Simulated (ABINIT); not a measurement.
Here is an ABINIT 10.8.3 (patched build) calculation.

File run.abi:

```
# Pseudopotentials
pp_dirpath "./"
pseudos "Au.GGA_PBE-JTH.xml"

# Structure
acell 2.74841 2.74841 2.74841 Angstrom
rprim
     1.0000000000     0.0000000000     0.0000000000
     0.0000000000     1.0000000000     0.0000000000
     0.0000000000     0.0000000000     1.0000000000
ntypat 1
znucl 79
natom 1
typat 1
xred
     0.5000000000     0.5000000000     0.5000000000

# Plane-wave basis
ecut 20.0
pawecutdg 40.0
pawxcdev 0

# k points
kptopt 1
ngkpt 10 10 10
nshiftk 1
shiftk 0.0 0.0 0.0

# Exchange and correlation
ixc 11

# Bands and occupations
nband 10
occopt 4
tsmear 0.1 eV

# SCF cycle
nstep 100
tolvrs 1.0e-9

# Output
iomode 3
prtwf 0
prtden 0
prteig 0
prtebands 0
```

Potentials or basis: JTH PAW PBE v2.0.

The run is started by

```bash
$ abinit run.abi > log 2>&1
```

Task: Predict the band gap on the k mesh.

Result: None (metal or under the smearing width).

Task: What does it give for the pressure?

Result: 0.4 GPa.

Spin-orbit coupling is left out, which matters for the levels of Au.
